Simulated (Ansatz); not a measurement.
Crystal: SnO2.

```xyz
12
Lattice="-5.3733 5.3733 1.6162 5.3733 -5.3733 1.6162 5.3733 5.3733 -1.6162" Properties=species:S:1:pos:R:3 pbc="T T T"
Sn    3.5579   -1.6004    1.6162
Sn    1.6004    3.5579    1.6162
Sn    3.7729    1.8155    0.0000
Sn    1.8155    6.9737    0.0000
O     1.6650    2.2095    0.0000
O    -3.1638    3.7084    1.6162
O     3.7084    3.1638    1.6162
O     8.5371    1.6650    0.0000
O     5.8350    1.7307    0.0000
O     3.6426    0.4617    1.6162
O     1.7307    4.9116    0.0000
O    -0.4617    3.6426    1.6162
```

Measurements of this composition are mostly on another form, of space group No. 136.

```yaml
Program: Ansatz 0.2.0
Task: relaxation of cell and atoms
Functional: revPBE
Potentials_or_basis: Ansatz PAW
Cutoff: "420 eV (not typed: the program's choice for these potentials)"
k_mesh: 9 × 9 × 9
Occupations: fermi-dirac, width 0.05 eV
Spin: no spin polarisation
```

At the start: volume 15.55 Å³/atom.

Question: Where does the relaxation end?

Answer: It ends after 8 steps and the volume is 15.98 Å³/atom (+2.7 %); space group I4/m (No. 87, to 0.05 Å).

Step by step:
| step | energy change (eV) | largest force (eV/Å) | volume (Å³) |
| --- | --- | --- | --- |
| 1 | 0.0000 | 0.1304 | 186.66 |
| 2 | 0.0215 | 0.4460 | 193.30 |
| 3 | -0.0207 | 0.0835 | 190.94 |
| 4 | -0.0220 | 0.0183 | 191.36 |
| 5 | -0.0223 | 0.0016 | 191.35 |
| 6 | -0.0431 | 0.0023 | 191.35 |
| 7 | -0.0420 | 0.0041 | 191.71 |
| 8 | -0.0433 | 0.0040 | 191.71 |

Final structure:
```
CELL_PARAMETERS angstrom
-5.43824 5.43824 1.62057
5.43824 -5.43824 1.62057
5.43824 5.43824 -1.62057
ATOMIC_POSITIONS crystal
Sn 0.34944 0.83387 0.18331
Sn 0.83387 0.65056 0.48443
Sn 0.16613 0.34944 0.51557
Sn 0.65056 0.16613 0.81669
O 0.20992 0.15630 0.36623
O 0.84370 0.20992 0.05362
O 0.79008 0.84370 0.63377
O 0.15630 0.79008 0.94638
O 0.16077 0.54133 0.70210
O 0.54133 0.83923 0.38056
O 0.45867 0.16077 0.61944
O 0.83923 0.45867 0.29790
```

Caveat: the plane-wave basis is chosen anew once the cell has moved, so the energies of steps on either side of that aren't comparable; the pressure holds a Pulay correction of +0.6 GPa for the finite cutoff; the PAW data sets come from PBE, with cores solved anew for the run's functional, which leaves a small shift of forces and pressure.
